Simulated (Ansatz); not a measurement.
LiI:
```cif
data_ILi
_chemical_formula_sum 'Li1 I1'
_space_group_name_H-M_alt 'P 1'
_space_group_IT_number 1
_cell_length_a 4.25590
_cell_length_b 4.25590
_cell_length_c 4.25590
_cell_angle_alpha 60.000
_cell_angle_beta 60.000
_cell_angle_gamma 60.000
loop_
_space_group_symop_operation_xyz
  'x, y, z'
loop_
_atom_site_label
_atom_site_type_symbol
_atom_site_fract_x
_atom_site_fract_y
_atom_site_fract_z
_atom_site_occupancy
Li1 Li 0.00000 0.00000 0.00000 1
I1 I 0.50000 0.50000 0.50000 1
```

Relaxed with r²SCAN.

Question: Decompose the optical modes at the zone centre into irreducible representations, and say which are infrared and Raman allowed.

Answer: Point group m-3m: Γ_opt = T1u. Infrared: T1u. Raman: none.

Question: Assign frequencies (DFPT, the program Ansatz at the r²SCAN level (PAW); without the LO–TO term).

Answer: T1u 125 cm⁻¹.

Space group Fm-3m (rock salt). The cell was relaxed with r²SCAN under the symmetry of its start; phonons on a q-mesh show no instability. Spin–orbit coupling is left out wherever it is not named.

Potentials: the later of the program's two PAW sets.
